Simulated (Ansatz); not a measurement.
**BN: elastic constants from stress and strain**

```yaml
crystal:
  lattice:
    - [0.00000, 1.81235, 1.81235]
    - [1.81235, 0.00000, 1.81235]
    - [1.81235, 1.81235, 0.00000]
  atoms:
    - { symbol: B, position: [0.00000, 0.00000, 0.00000] }
    - { symbol: N, position: [0.25000, 0.25000, 0.25000] }
```

Atom numbers follow the list: B1, N2.

The cell was built from the zincblende type and relaxed in the same program, and has space group F-43m; it needn't be a known or the stable phase.

Method: DFT, PBE, all-electron LAPW, scalar-relativistic in Ansatz 0.2.0.

Settings: a Γ-centred 16×16×16 k mesh, Fermi–Dirac smearing of 0.03 eV, basis error target 0.25 meV/atom, no spin polarisation.

The unstrained cell is at -0.01 GPa. Large strains and very small stresses are left out. Each strain is applied once, with fractional coordinates held (clamped ions), and σ below is the change of stress, positive in tension. One finite strain gives stress–strain coefficients at this pressure with an error of the order of the strain times third-order constants, a few per cent for each per cent of strain.

Q: Estimate the stiffness probed by this change, and the stress that it gives: equal xy, yz and zx engineering shear strains of -1 %.

A: σxy = -4.48 GPa and γxy = 2εxy = -0.0100, so C44 (clamped ions) = σxy/γxy = 448 GPa.

Q: Estimate the stiffness probed by this change, and the stress that it gives: x and y strained by -1.5 %, z held.

A: σxx = -15.12 GPa, σzz = -5.41 GPa and εxx = εyy = -0.0150, so C12 = σzz/(2εxx) = 180 GPa and C11 + C12 = σxx/εxx = 1008 GPa.

Q: What do those two numbers (x and y strained by -1.5 %, z held) give for C11, and is the cell stable to tetragonal shear?

A: C11 = 1008 − 180 = 828 GPa and C11 − C12 = 648 GPa: positive, so stable to it.
